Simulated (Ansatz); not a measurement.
MoS2, a slab with vacuum:

```
Mo S
1.0
     3.18413    0.00000    0.00000
    -1.59206    2.75753    0.00000
     0.00000    0.00000   17.33460
Mo S
1 2
Direct
  0.00000 0.00000 0.00000
  0.33333 0.66667 0.91051
  0.33333 0.66667 0.08949
```

- Program: Ansatz 0.2.0
- Task: single point
- Functional: PBEsol
- Potentials or basis: all-electron LAPW, scalar-relativistic
- Cutoff: 262 eV (chosen from the basis error)
- Basis error allowed: 0.001 eV/atom
- k mesh: 10 × 10 × 2
- Occupations: fermi-dirac, width 0.05 eV
- Spin: no spin polarisation

On this cell: largest force 0.148 eV/Å; band gap on the k mesh 1.73 eV, indirect (least direct gap 1.93 eV).

The same run follows on a disturbed copy (atoms moved at random, drawn with an rms of 0.05 Å):

```
CELL_PARAMETERS angstrom
3.18413 0.00000 0.00000
-1.59206 2.75753 0.00000
0.00000 0.00000 17.33460
ATOMIC_POSITIONS crystal
Mo 0.00290 0.98616 0.99953
S 0.33139 0.66107 0.91056
S 0.32174 0.65518 0.08953
```

Q: What does the disturbed cell give?

A: The energy moves by +6.7 meV/atom; largest force 0.878 eV/Å; band gap on the k mesh 1.72 eV, indirect (least direct gap 1.91 eV).

Forces in eV/Å, atoms in the order of the input:
```
Mo  -0.783  0.301  0.256
S    0.304 -0.220 -0.006
S    0.480 -0.081 -0.250
```

Stress tensor (GPa, compression positive):
```
-1.35 -0.25  0.29
-0.25 -1.54  0.22
 0.29  0.22 -0.40
```

A k mesh can miss the band edges.
